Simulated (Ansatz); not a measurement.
**SiC: distorted cells**

All numbers below come from DFT PBE, scalar-relativistic, plane waves, PAW in Ansatz.

Cutoff 420 eV; k points 12×12×6 on the computed 4-atom cell (Γ-centred); Gaussian smearing, width 0.02 eV; no spin polarisation.

Reference cell:

```xyz
4
Lattice="3.0760 0.0000 0.0000 -1.5380 2.6639 0.0000 0.0000 0.0000 5.0480" Properties=species:S:1:pos:R:3 pbc="T T T"
Si    0.0000    1.7759    0.0000
Si    1.5380    0.8880    2.5240
C     0.0000    1.7759    1.9435
C     1.5380    0.8880    4.4675
```

Each variant moves atoms of this cell by the vectors given, if any (Å), and then applies a symmetric strain (tensor components, Cartesian axes). The reference cell isn't relaxed at this level. Energies are per atom at zero smearing, counted from the lowest variant. Pressure is positive in compression.

1. no strain; moves: C3 (0.019, 0.025, -0.032)
2. strain (xx yy zz yz xz xy, %) 0.25 -2.06 -0.67 -0.32 -0.56 2.00; moves: Si1 (-0.012, -0.007, 0.052); Si2 (-0.007, -0.004, -0.029); C3 (-0.006, -0.003, 0.057); C4 (0.025, 0.014, -0.080)
3. strain (xx yy zz yz xz xy, %) 3.43 3.43 -2.57 0.00 0.00 0.00; moves: Si1 (0.000, 0.000, 0.150); Si2 (0.000, 0.000, 0.150); C3 (0.000, 0.000, -0.150); C4 (0.000, 0.000, -0.150)
4. strain (xx yy zz yz xz xy, %) 0.06 0.06 -1.44 0.00 0.00 0.00; moves: Si1 (0.000, 0.000, 0.060); Si2 (0.000, 0.000, 0.060); C3 (0.000, 0.000, -0.060); C4 (0.000, 0.000, -0.060)

Task: Order the variants by energy, lowest first.

Result: 1 (0.0 meV/atom), 4 (33.8 meV/atom), 2 (75.6 meV/atom), 3 (568.1 meV/atom).

Task: Order them by pressure, highest first.

Result: 3 (13.02 GPa), 2 (10.29 GPa), 4 (7.68 GPa), 1 (3.66 GPa).